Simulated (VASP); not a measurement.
The system is Si.

```
Si
1.0
     0.00000    0.00000    4.93271
     5.24109    0.00000    0.00000
     0.00000    9.07783    0.00000
Si
16
Direct
  0.43250 0.01020 0.45464
  0.43250 0.01020 0.95464
  0.43250 0.51020 0.45464
  0.43250 0.51020 0.95464
  0.93250 0.01020 0.45464
  0.93250 0.01020 0.95464
  0.93250 0.51020 0.45464
  0.93250 0.51020 0.95464
  0.06750 0.23980 0.29536
  0.06750 0.23980 0.79536
  0.06750 0.73980 0.29536
  0.06750 0.73980 0.79536
  0.56750 0.23980 0.29536
  0.56750 0.23980 0.79536
  0.56750 0.73980 0.29536
  0.56750 0.73980 0.79536
```

This isn't the form of Si at room conditions, which is diamond.

The cell isn't the ideal one: all atoms moved at random, sigma 0.4 Å a component.

- Program: VASP 6.6.1
- Task: phonon dispersion
- Functional: LDA
- Potentials or basis: VASP PAW LDA potentials, release 64 (Si)
- Cutoff: 520 eV
- k mesh: 3 × 3 × 2
- Occupations: gaussian, width 0.02 eV
- Spin: no spin polarisation
- Long-range dipole term: no
- Supercell matrix: [2, 0, 0, 0, 2, 0, 0, 0, 2]
- Further INCAR settings: LREAL = Auto; ALGO = Fast; EDIFF = 1e-07; IBRION = 6; POTIM = 0.015; NSW = 1

Problem. Is this structure dynamically stable at this level, and how far does the spectrum reach?

Solution. No: the interpolated spectrum has imaginary modes, down to 283i cm⁻¹ near T. The highest frequency is 756 cm⁻¹.

Phonon frequencies at the corners of the path (cm⁻¹, interpolated; i marks imaginary ones):
| point | frequencies |
| --- | --- |
| Γ | 203i 0 0 0 460 707 |
| X | 49 118 149 340 470 733 |
| S | 213i 157i 205 230 542 731 |
| Y | 196i 138i 126i 33 582 756 |
| Z | 197i 98i 12i 47 469 705 |
| U | 62 81 142 329 471 734 |
| R | 173i 130i 210 252 532 737 |
| T | 283i 173i 150i 60i 582 755 |

A q mesh this small can miss soft modes between its points.

Caveat: the k mesh is coarse (spacing up to 0.42 Å⁻¹), so the values aren't converged; some modes are imaginary.
